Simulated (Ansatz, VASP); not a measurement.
This is a calculation of HfC for Ansatz 0.2.0.

Contents of input.yaml:

```yaml
crystal:
  lattice:
    - [3.3868561774, 0.0, 0.0]
    - [-1.6934280887, 2.9331034886, 0.0]
    - [0.0, 0.0, 5.2711786145]
  atoms:
    - { symbol: Hf, position: [0.3333333333, 0.6666666667, 0.25] }
    - { symbol: Hf, position: [0.6666666667, 0.3333333333, 0.75] }
    - { symbol: C, position: [0.0, 0.0, 0.5] }
    - { symbol: C, position: [0.0, 0.0, 0.0] }
hamiltonian:
  xc: pbesol
  pseudopotentials: { kind: paw }
kpoints:
  mp_grid: { grid: [9, 9, 5] }
scf:
  occupations: { method: fermi_dirac, width: 0.05 }
output:
  forces: true
  stress: true
  eigenvalues: true
```

Potentials or basis: Ansatz PAW.

The run is started by

```console
$ ansatz run input.yaml --threads 1 --pin off --max-ram 3584MiB --backend cpu --events-out ev --progress --plain --runs-dir out
```

**Question.** Set up the same calculation for VASP 6.6.1. Potentials there: VASP PAW PBE potentials, release 64 (Hf_pv, C).

**Answer.** As run (the cutoff follows the program's own potentials):

INCAR

```
PREC = Accurate ; ENCUT = 520
EDIFF = 1E-7 ; ISMEAR = -1
SIGMA = 0.05 ; LREAL = F
LASPH = T ; NELM = 60
ALGO = Normal ; ISIF = 2
LWAVE = F ; LCHARG = F
GGA = PS ; NBANDS = 22
```

File KPOINTS:

```
regular mesh
0
Gamma
  9 9 5
```

Contents of POSCAR:

```
HfC
1.0
    3.3868561774      0.0000000000      0.0000000000
   -1.6934280887      2.9331034886      0.0000000000
    0.0000000000      0.0000000000      5.2711786145
Hf C
2 2
Direct
    0.3333333333      0.6666666667      0.2500000000
    0.6666666667      0.3333333333      0.7500000000
    0.0000000000      0.0000000000      0.5000000000
    0.0000000000      0.0000000000      0.0000000000
```

Potentials or basis: VASP PAW PBE potentials, release 64 (Hf_pv, C).

Command:

```bash
$ cat potpaw_PBE.64/Hf_pv/POTCAR potpaw_PBE.64/C/POTCAR > POTCAR
$ mpirun -np 1 vasp_std > vasp.out
```

Both were run:

|  | VASP | Ansatz | Ansatz less VASP |
| --- | --- | --- | --- |
| gap on the k mesh at the Fermi level (eV) | none | none | - |
| pressure (GPa) | -15.8 | -15.2 | +0.61 |
| largest component of the traceless stress (GPa) | 2.39 | 2.37 | -0.021 |

A gap of «none» marks a metal or a gap that the smearing closes. The two sets of potentials don't hold the same shells in valence.

Caveats: the PAW data sets were made with another functional, which shifts forces and pressure a little (VASP); the PAW data sets come from PBE, with cores solved anew for the run's functional, which leaves a small shift of forces and pressure (Ansatz). Spin-orbit coupling is left out, which matters for the levels of Hf.
